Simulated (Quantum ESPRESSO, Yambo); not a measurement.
# Beyond one shot: BN (Qingsongite), part 2 of 2

Aim: iterate the self-energy on BN (Qingsongite) and follow the gap from cycle to cycle.

Quantum ESPRESSO 7.5 and Yambo 5.3.0; PBE and many-body steps on it, plane waves. Known limits of the many-body steps: not at the basis limit; coarse k mesh.

So far. Step 5 (evGW0, cycle 1): Against G0W0 in Yambo (6×6×6 mesh, 30 bands, screening to 129.3 eV, Godby-Needs plasmon pole), the gap moves by +0.162 eV. Step 6 (evGW0, cycle 2): Against the cycle before, the gap moves by +0.020 eV.

## 7. evGW0, cycle 3

Level of this step: evGW0 on PBE, plane waves, norm-conserving pseudopotentials (Yambo).

Input file gw4.in:

```
HF_and_locXC
gw0
dyson
ppa
em1d
rim_cut
RandQpts= 1000000
RandGvec= 1 RL
EXXRLvcs= 72 Ry
VXCRLvcs= 288 Ry
Chimod= "HARTREE"
% BndsRnXp
 1 | 30 |
%
NGsBlkXp= 9.5 Ry
% LongDrXp
 1 | 1 | 1 |
%
% GbndRnge
 1 | 30 |
%
DysSolver= "n"
ExtendOut
PPAPntXp= 27.21138 eV
% QPkrange
 1 | 16 | 2 | 8 |
%
GfnQPdb= "E < ./gw3_fix/ndb.QP"
```

Run with:

```bash
$ OMP_NUM_THREADS=1 mpirun -n 4 yambo -F gw4.in -J gw4,gw1_W -C gw4 > gw4.log
```

The log of the run:

```text
 Yambo, version 5.3.0

 [02] CORE Variables Setup
 =========================

  [... cell, symmetries and grids as in the set-up ...]

  [02.05] Energies & Occupations
  ==============================

  [X] === General ===
  [X] Electronic Temperature                        :  0.000000  0.000000 [eV K]
  [X] Bosonic    Temperature                        :  0.000000  0.000000 [eV K]
  [X] Finite Temperature mode                       : no
  [X] El. density                                   :  0.67737E+24 [cm-3]
[...]
Sx RL components                                 :   893

   QP @ state[ 1 ] K range                          :   1  16
   QP @ state[ 1 ] b range                          :   2   8
   GF energies kind                                 : Perdew, Burke & Ernzerhof(X)+Perdew, Burke & Ernzerhof(C)+ E < ./gw1/ndb.QP + @E Fit+ E < ./gw2_fix/
   GF WF`s kind                                     : Perdew, Burke & Ernzerhof(X)+Perdew, Burke & Ernzerhof(C)
   Xs energies kind                                 : Perdew, Burke & Ernzerhof(X)+Perdew, Burke & Ernzerhof(C)
   Xs WF`s kind                                     : Perdew, Burke & Ernzerhof(X)+Perdew, Burke & Ernzerhof(C)

 [13] Game Over & Game summary
```

Elapsed: 42 s, on 4 MPI ranks of Arm Neoverse V1, shared host; peak memory 1.2 GiB.

This step gave:

| Item | Value |
| --- | --- |
| quasiparticle gap on the mesh | 6.057 eV |
| gap of the density functional on the mesh | 4.535 eV |
| k of the valence top | 0, 0, 0 |
| k of the conduction bottom | 0, -0.5, -0.5 |
| least direct quasiparticle gap on the computed points | 11.16 eV |

Against the cycle before, the gap moves by +0.003 eV.

The program's own table gives 6.258 eV, which is too large where the input levels are shifted: this version takes Σc at the unshifted level E₀, yet steps from the shifted one. The value above is the Newton step from E₀, E₀ + Z(Σc + Σx − Vxc), rebuilt from the printed columns.

## 8. evGW, cycle 1

This step: evGW on PBE, plane waves, norm-conserving pseudopotentials.

gw5.in, as its differences from gw4.in of step 7:

```diff
@@ -27,2 +27,3 @@
 %
-GfnQPdb= "E < ./gw3_fix/ndb.QP"
+GfnQPdb= "E < ./gw1/ndb.QP"
+XfnQPdb= "E < ./gw1/ndb.QP"
```

Run with:

```bash
$ OMP_NUM_THREADS=1 mpirun -n 4 yambo -F gw5.in -J gw5 -C gw5 > gw5.log
```

The log of the run:

```text
 Yambo, version 5.3.0

 [02] CORE Variables Setup
 =========================

  [... cell, symmetries and grids as in the set-up ...]

  [02.05] Energies & Occupations
  ==============================

  [X] === General ===
  [X] Electronic Temperature                        :  0.000000  0.000000 [eV K]
  [X] Bosonic    Temperature                        :  0.000000  0.000000 [eV K]
  [X] Finite Temperature mode                       : no
  [X] El. density                                   :  0.67737E+24 [cm-3]
[...]
Sx RL components                                 :   893

   QP @ state[ 1 ] K range                          :   1  16
   QP @ state[ 1 ] b range                          :   2   8
   GF energies kind                                 : Perdew, Burke & Ernzerhof(X)+Perdew, Burke & Ernzerhof(C)+ E < ./gw1/ndb.QP + @E Fit
   GF WF`s kind                                     : Perdew, Burke & Ernzerhof(X)+Perdew, Burke & Ernzerhof(C)
   Xs energies kind                                 : Perdew, Burke & Ernzerhof(X)+Perdew, Burke & Ernzerhof(C)
   Xs WF`s kind                                     : Perdew, Burke & Ernzerhof(X)+Perdew, Burke & Ernzerhof(C)

 [15] Game Over & Game summary
```

Wall time 47 s (4 MPI ranks); peak memory 1.2 GiB.

This step gave:

| Quantity | Value |
| --- | --- |
| quasiparticle gap on the mesh | 6.309 eV |
| gap of the density functional on the mesh | 4.535 eV |
| k of the valence top | 0, 0, 0 |
| k of the conduction bottom | 0, -0.5, -0.5 |
| least direct quasiparticle gap on the computed points | 11.43 eV |

Against G0W0 in Yambo (6×6×6 mesh, 30 bands, screening to 129.3 eV, Godby-Needs plasmon pole), the gap moves by +0.437 eV.

The program's own table gives 6.471 eV, which is too large where the input levels are shifted: this version takes Σc at the unshifted level E₀, yet steps from the shifted one. The value above is the Newton step from E₀, E₀ + Z(Σc + Σx − Vxc), rebuilt from the printed columns.

## 9. evGW, cycle 2

gw6.in, as its differences from gw5.in of step 8:

```diff
@@ -27,3 +27,3 @@
 %
-GfnQPdb= "E < ./gw1/ndb.QP"
-XfnQPdb= "E < ./gw1/ndb.QP"
+GfnQPdb= "E < ./gw5_fix/ndb.QP"
+XfnQPdb= "E < ./gw5_fix/ndb.QP"
```

Run with:

```bash
$ OMP_NUM_THREADS=1 mpirun -n 4 yambo -F gw6.in -J gw6 -C gw6 > gw6.log
```

The log of the run:

```text
 Yambo, version 5.3.0

 [02] CORE Variables Setup
 =========================

  [... cell, symmetries and grids as in the set-up ...]

  [02.05] Energies & Occupations
  ==============================

  [X] === General ===
  [X] Electronic Temperature                        :  0.000000  0.000000 [eV K]
  [X] Bosonic    Temperature                        :  0.000000  0.000000 [eV K]
  [X] Finite Temperature mode                       : no
  [X] El. density                                   :  0.67737E+24 [cm-3]
[...]
Sx RL components                                 :   893

   QP @ state[ 1 ] K range                          :   1  16
   QP @ state[ 1 ] b range                          :   2   8
   GF energies kind                                 : Perdew, Burke & Ernzerhof(X)+Perdew, Burke & Ernzerhof(C)+ E < ./gw1/ndb.QP + @E Fit+ E < ./gw5_fix/
   GF WF`s kind                                     : Perdew, Burke & Ernzerhof(X)+Perdew, Burke & Ernzerhof(C)
   Xs energies kind                                 : Perdew, Burke & Ernzerhof(X)+Perdew, Burke & Ernzerhof(C)
   Xs WF`s kind                                     : Perdew, Burke & Ernzerhof(X)+Perdew, Burke & Ernzerhof(C)

 [15] Game Over & Game summary
```

The job ended after 48 s (4 MPI ranks; peak memory 1.2 GiB; 3.1 min of CPU time).

Numbers from this step:

| Item | Value |
| --- | --- |
| quasiparticle gap on the mesh | 6.430 eV |
| gap of the density functional on the mesh | 4.535 eV |
| k of the valence top | 0, 0, 0 |
| k of the conduction bottom | 0, -0.5, -0.5 |
| least direct quasiparticle gap on the computed points | 11.59 eV |

Against the cycle before, the gap moves by +0.122 eV.

The program's own table gives 6.636 eV, which is too large where the input levels are shifted: this version takes Σc at the unshifted level E₀, yet steps from the shifted one. The value above is the Newton step from E₀, E₀ + Z(Σc + Σx − Vxc), rebuilt from the printed columns.

## 10. evGW, cycle 3

gw7.in, as its differences from gw6.in of step 9:

```diff
@@ -27,3 +27,3 @@
 %
-GfnQPdb= "E < ./gw5_fix/ndb.QP"
-XfnQPdb= "E < ./gw5_fix/ndb.QP"
+GfnQPdb= "E < ./gw6_fix/ndb.QP"
+XfnQPdb= "E < ./gw6_fix/ndb.QP"
```

Run with:

```bash
$ OMP_NUM_THREADS=1 mpirun -n 4 yambo -F gw7.in -J gw7 -C gw7 > gw7.log
```

The log of the run:

```text
 Yambo, version 5.3.0

 [02] CORE Variables Setup
 =========================

  [... cell, symmetries and grids as in the set-up ...]

  [02.05] Energies & Occupations
  ==============================

  [X] === General ===
  [X] Electronic Temperature                        :  0.000000  0.000000 [eV K]
  [X] Bosonic    Temperature                        :  0.000000  0.000000 [eV K]
  [X] Finite Temperature mode                       : no
  [X] El. density                                   :  0.67737E+24 [cm-3]
[...]
Sx RL components                                 :   893

   QP @ state[ 1 ] K range                          :   1  16
   QP @ state[ 1 ] b range                          :   2   8
   GF energies kind                                 : Perdew, Burke & Ernzerhof(X)+Perdew, Burke & Ernzerhof(C)+ E < ./gw1/ndb.QP + @E Fit+ E < ./gw5_fix/
   GF WF`s kind                                     : Perdew, Burke & Ernzerhof(X)+Perdew, Burke & Ernzerhof(C)
   Xs energies kind                                 : Perdew, Burke & Ernzerhof(X)+Perdew, Burke & Ernzerhof(C)
   Xs WF`s kind                                     : Perdew, Burke & Ernzerhof(X)+Perdew, Burke & Ernzerhof(C)

 [15] Game Over & Game summary
```

The job ended after 48 s (4 MPI ranks; peak memory 1.2 GiB).

Numbers from this step:

* quasiparticle gap on the mesh: 6.463 eV
* gap of the density functional on the mesh: 4.535 eV
* k of the valence top: 0, 0, 0
* k of the conduction bottom: 0, -0.5, -0.5
* least direct quasiparticle gap on the computed points: 11.63 eV

Against the cycle before, the gap moves by +0.033 eV.

The program's own table gives 6.680 eV, which is too large where the input levels are shifted: this version takes Σc at the unshifted level E₀, yet steps from the shifted one. The value above is the Newton step from E₀, E₀ + Z(Σc + Σx − Vxc), rebuilt from the printed columns.

## 11. evGW, cycle 4

gw8.in, as its differences from gw7.in of step 10:

```diff
@@ -27,3 +27,3 @@
 %
-GfnQPdb= "E < ./gw6_fix/ndb.QP"
-XfnQPdb= "E < ./gw6_fix/ndb.QP"
+GfnQPdb= "E < ./gw7_fix/ndb.QP"
+XfnQPdb= "E < ./gw7_fix/ndb.QP"
```

Run with:

```bash
$ OMP_NUM_THREADS=1 mpirun -n 4 yambo -F gw8.in -J gw8 -C gw8 > gw8.log
```

The log of the run:

```text
 Yambo, version 5.3.0

 [02] CORE Variables Setup
 =========================

  [... cell, symmetries and grids as in the set-up ...]

  [02.05] Energies & Occupations
  ==============================

  [X] === General ===
  [X] Electronic Temperature                        :  0.000000  0.000000 [eV K]
  [X] Bosonic    Temperature                        :  0.000000  0.000000 [eV K]
  [X] Finite Temperature mode                       : no
  [X] El. density                                   :  0.67737E+24 [cm-3]
[...]
Sx RL components                                 :   893

   QP @ state[ 1 ] K range                          :   1  16
   QP @ state[ 1 ] b range                          :   2   8
   GF energies kind                                 : Perdew, Burke & Ernzerhof(X)+Perdew, Burke & Ernzerhof(C)+ E < ./gw1/ndb.QP + @E Fit+ E < ./gw5_fix/
   GF WF`s kind                                     : Perdew, Burke & Ernzerhof(X)+Perdew, Burke & Ernzerhof(C)
   Xs energies kind                                 : Perdew, Burke & Ernzerhof(X)+Perdew, Burke & Ernzerhof(C)
   Xs WF`s kind                                     : Perdew, Burke & Ernzerhof(X)+Perdew, Burke & Ernzerhof(C)

 [15] Game Over & Game summary
```

The job ended after 47 s (4 MPI ranks; peak memory 1.2 GiB; 3.1 min of CPU time).

Numbers from this step:

```
quasiparticle gap on the mesh                         : 6.472 eV
gap of the density functional on the mesh             : 4.535 eV
k of the valence top                                  : 0, 0, 0
k of the conduction bottom                            : 0, -0.5, -0.5
least direct quasiparticle gap on the computed points : 11.64 eV
```

Against the cycle before, the gap moves by +0.009 eV.

The program's own table gives 6.691 eV, which is too large where the input levels are shifted: this version takes Σc at the unshifted level E₀, yet steps from the shifted one. The value above is the Newton step from E₀, E₀ + Z(Σc + Σx − Vxc), rebuilt from the printed columns.

## 12. Side by side

Times are wall times on 4 MPI ranks of Arm Neoverse V1, shared host, good to a factor of about two.

| run | mesh | bands | screening cutoff (eV) | DFT gap (eV) | gap on the mesh (eV) | direct (eV) | time |
| --- | --- | --- | --- | --- | --- | --- | --- |
| G0W0 | 6×6×6 | 30 | 129.3 | 4.535 | 5.872 | 10.858 | 47 s |
| evGW0, cycle 1 | 6×6×6 | 30 | 129.3 | 4.535 | 6.034 | 11.118 | 42 s |
| evGW0, cycle 2 | 6×6×6 | 30 | 129.3 | 4.535 | 6.054 | 11.154 | 42 s |
| evGW0, cycle 3 | 6×6×6 | 30 | 129.3 | 4.535 | 6.057 | 11.160 | 42 s |
| evGW, cycle 1 | 6×6×6 | 30 | 129.3 | 4.535 | 6.309 | 11.432 | 47 s |
| evGW, cycle 2 | 6×6×6 | 30 | 129.3 | 4.535 | 6.430 | 11.589 | 48 s |
| evGW, cycle 3 | 6×6×6 | 30 | 129.3 | 4.535 | 6.463 | 11.631 | 48 s |
| evGW, cycle 4 | 6×6×6 | 30 | 129.3 | 4.535 | 6.472 | 11.642 | 47 s |

## 13. Outcome

| Item | Value |
| --- | --- |
| G0W0 | 5.872 eV |
| evGW0, cycle 1 | 6.034 eV |
| evGW0, cycle 2 | 6.054 eV |
| evGW0, cycle 3 | 6.057 eV |
| evGW, cycle 1 | 6.309 eV |
| evGW, cycle 2 | 6.430 eV |
| evGW, cycle 3 | 6.463 eV |
| evGW, cycle 4 | 6.472 eV |
| known limits | not at the basis limit; coarse k mesh |

**Reading.** evGW0 ends at 6.06 eV, +0.19 eV from G0W0, after 3 cycles that took 2.1 min beside the first screening; the last moved the gap by 0.003 eV. evGW ends at 6.47 eV, +0.60 eV from G0W0, after 4 cycles that took 3.2 min beside the first screening; the last moved the gap by 0.009 eV. Bands and cutoff are finite, so the gap is not at the basis limit. The miss can reach some tenths of an eV and take either sign; the mesh is an error of its own. The 6×6×6 mesh is coarse for this cell, which bears on the long-range parts of exchange and screening.

[Paths, hosts, dates, memory and timing lines, banners, echoed tables and standing remarks are left out of the program output.]

[Logs are printed without paths, hosts, clocks, repeated set-up lines and the standing remarks that a program may print on its own settings, such as how far it seeks lower states.]

[Runs of the session that timed out or met a known fault of the program may be left out.]

[Hosts, paths, dates, database ids (printed as entryN), source tags and the programs' standing remarks are cut or masked in the printed files.]
